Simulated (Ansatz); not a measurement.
# SnO under changes of volume

One of the cells (17.769 Å³/atom); the others are scaled copies at fixed shape and fractional positions:

```
Sn O
1.0
     3.81370    0.00000    0.00000
     0.00000    3.81370    0.00000
     0.00000    0.00000    4.88691
Sn O
2 2
Cartesian
  1.9068 0.0000 3.7367
  0.0000 1.9068 1.1503
  0.0000 0.0000 0.0000
  1.9068 1.9068 0.0000
```

The cell is a database's computed one.

* Program: Ansatz 0.2.0
* Functional: PBE
* Potentials or basis: PseudoDojo stringent (PBE files)
* Cutoff: 1388 eV
* Density cutoff: 5551 eV
* k mesh: 7 × 7 × 6
* Occupations: fermi-dirac, width 0.05 eV
* Spin: no spin polarisation

```tsv
volume (Å³/atom)	energy over the lowest point (meV/atom)	pressure (GPa)	gap on the mesh (eV)	largest force (eV/Å)
16.703	54.39	10.7	0.15	1.331
17.058	33.57	8.1	0.23	0.987
17.414	18.23	5.7	0.31	0.671
17.769	?	?	?	?
18.125	1.92	1.7	0.45	0.108
18.480	0.00	0.0	0.52	0.144
18.835	1.69	-1.5	0.58	0.378
```

Q: What does the run at 17.769 Å³/atom give?

A: Energy over the lowest point 7.85 meV/atom; pressure 3.6 GPa; gap on the mesh 0.38 eV; largest force 0.379 eV/Å.

Worked out: A Birch-Murnaghan fit of order 3 (a polynomial in V^(-2/3)) to the other rows has its minimum at 18.49 Å³/atom with B0 = V·E''(V) = 84 GPa and B' = 4.4 at fixed shape and positions, which overstates the stiffness. It gives 7.86 meV/atom at 17.769 Å³/atom, against the run's 7.85, and -dE/dV = 3.6 GPa, against 3.6. A straight line through the other rows of the gap, of slope 3.59 eV per unit of ln V, gives 0.38 eV, against the run's 0.38.

Energies are extrapolated to zero smearing.

Caveats: odd divisions of the mesh miss points on the zone boundary, where band edges often lie, so the gap on the mesh can be too wide; spin-orbit coupling is left out, which moves the levels of the heavy elements; forces of over 1 eV/Å show positions far from the minimum, so gaps and moduli don't describe the material at rest (some runs).

A mesh can miss the band edges.
